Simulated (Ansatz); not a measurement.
# HfN: the cost of one run

Computed with Ansatz 0.2.0 (DFT r2SCAN, scalar-relativistic, plane waves, PAW, unless a step's input says otherwise).

## (1) Starting point

Symmetry: Fm-3m, No. 225, cubic system. Conventional cell: a = 4.518 Å, b = 4.518 Å, c = 4.518 Å, α = 90.00°, β = 90.00°, γ = 90.00°. Hf (site symmetry m-3m) is surrounded by 6 N at 2.26 Å. Around N (site symmetry m-3m) lie 6 Hf at 2.26 Å.

As a file:

```xyz
2
Lattice="0.0000 2.2590 2.2590 2.2590 0.0000 2.2590 2.2590 2.2590 0.0000" Properties=species:S:1:pos:R:3 pbc="T T T"
Hf    0.0000    0.0000    0.0000
N     2.2590    2.2590    2.2590
```

No relaxation comes first: the listed cell is the starting point.

## (2) Zero of energy

The reference gives a free energy of -16121.6354 eV, pressure 1.42 GPa, largest force 0.000 eV/Å and gap on the mesh none (metal). It was computed beforehand with the settings of the runs below.

## (3) Next: shifting one sublattice

Every N atom is moved by x along the Cartesian unit vector (0.000, -0.707, -0.707); the cell and all other atoms stay fixed. Forces below are components along that vector, summed over the moved atoms.

## (4) At x = -0.200 Å

Input file input.yaml:

```yaml
crystal:
  lattice:
    - [0.0, 2.259, 2.259]
    - [2.259, 0.0, 2.259]
    - [2.259, 2.259, 0.0]
  atoms:
    - { symbol: Hf, position: [0.0, 0.0, 0.0] }
    - { symbol: "N", position: [0.562603522, 0.5, 0.5] }
basis:
  ecutwfc: 500
kpoints:
  mp_grid: { grid: [18, 18, 18] }
hamiltonian:
  xc: r2scan
scf:
  occupations: { method: gaussian, width: 0.15 }
output:
  forces: true
  stress: true
  eigenvalues: true
  write_density: true
  write_potential: true
  elf: true
  volumetric_format: npy
```

On the command line:

```console
$ ansatz run input.yaml --threads 1 --pin off --max-ram 2560MiB --backend cpu --events-out ev --progress --plain --runs-dir out
```

What time and memory should one allow on 1 thread of Intel Xeon at 2.50GHz (Skylake/Cascade Lake), shared host?

About 2.5 min, with a peak of 0.83 GiB.
